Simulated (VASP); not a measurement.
**From an Ansatz input to VASP: La2O3 (strained database structure)**

Ansatz input

```yaml
crystal:
  lattice:
    - [4.1491710648, 0.0, 0.0]
    - [-2.0745855324, 3.5932875468, 0.0]
    - [0.0, 0.0, 6.4594939181]
  atoms:
    - { symbol: La, position: [0.6666666667, 0.3333333333, 0.7421601573] }
    - { symbol: La, position: [0.3333333333, 0.6666666667, 0.2578398427] }
    - { symbol: O, position: [0.6666666667, 0.3333333333, 0.3602734005] }
    - { symbol: O, position: [0.3333333333, 0.6666666667, 0.6397265995] }
    - { symbol: O, position: [0.0, 0.0, 0.0] }
kpoints:
  mp_grid: { grid: [12, 12, 4] }
  band_path:
    path:
      - [0.0, 0.0, 0.0]
      - [0.5, 0.0, 0.0]
      - [0.3333333333, 0.3333333333, 0.0]
      - [0.0, 0.0, 0.5]
      - [0.5, 0.0, 0.5]
      - [0.3333333333, 0.3333333333, 0.5]
      - [0.0, 0.5, 0.5]
    npoints: 1
hamiltonian:
  xc: pbe
scf:
  occupations: { method: fermi_dirac, width: 0.02 }
  n_extra_bands: 5
output:
  forces: true
  stress: true
  eigenvalues: true
```

**Question.** Which VASP files do the same job?

**Answer.** 

INCAR

```
EDIFF = 1E-7
LASPH = .TRUE.
PREC = Accurate
LWAVE = .FALSE.
IBRION = -1
GGA = PE
SIGMA = 0.02
NELM = 120
NBANDS = 28
LCHARG = .FALSE.
NSW = 0
ISMEAR = -1
ISIF = 2
LREAL = .FALSE.
ENCUT = 520
```

KPOINTS

```
KPOINTS created by Atomic Simulation Environment
0
Gamma
12 12 4
0 0 0
```

KPOINTS_OPT

```
special points
7
Reciprocal
0.0000000000 0.0000000000 0.0000000000 1
0.5000000000 0.0000000000 0.0000000000 1
0.3333333333 0.3333333333 0.0000000000 1
0.0000000000 0.0000000000 0.5000000000 1
0.5000000000 0.0000000000 0.5000000000 1
0.3333333333 0.3333333333 0.5000000000 1
0.0000000000 0.5000000000 0.5000000000 1
```

POSCAR

```
La O
 1.0000000000000000
     4.1491710648207096    0.0000000000000000    0.0000000000000000
    -2.0745855324103548    3.5932875467820646    0.0000000000000000
     0.0000000000000000    0.0000000000000000    6.4594939180999997
 La  O
   2   3
Cartesian
  2.0745855324103548  1.1977625155940215  4.7939790221291041
  0.0000000000000000  2.3955250311880429  1.6655148959708950
  2.0745855324103548  1.1977625155940215  2.3271838391883839
  0.0000000000000000  2.3955250311880429  4.1323100789116154
  0.0000000000000000 -0.0000000000000000  0.0000000000000000
```

VASP ran with the recommended PBE PAW datasets (40 valence electrons in the cell). Other inputs would serve too.

```
                              Ansatz       VASP
gap between bands v and c    3.44 eV    3.45 eV
         least direct gap    3.54 eV    3.56 eV
                 pressure  -12.4 GPa  -12.6 GPa
            largest force  0.03 eV/Å  0.04 eV/Å
```

Each program uses its own PAW datasets. VASP's cell holds 40 valence electrons and Ansatz's 40. Ansatz's stress includes a Pulay correction; VASP's doesn't.
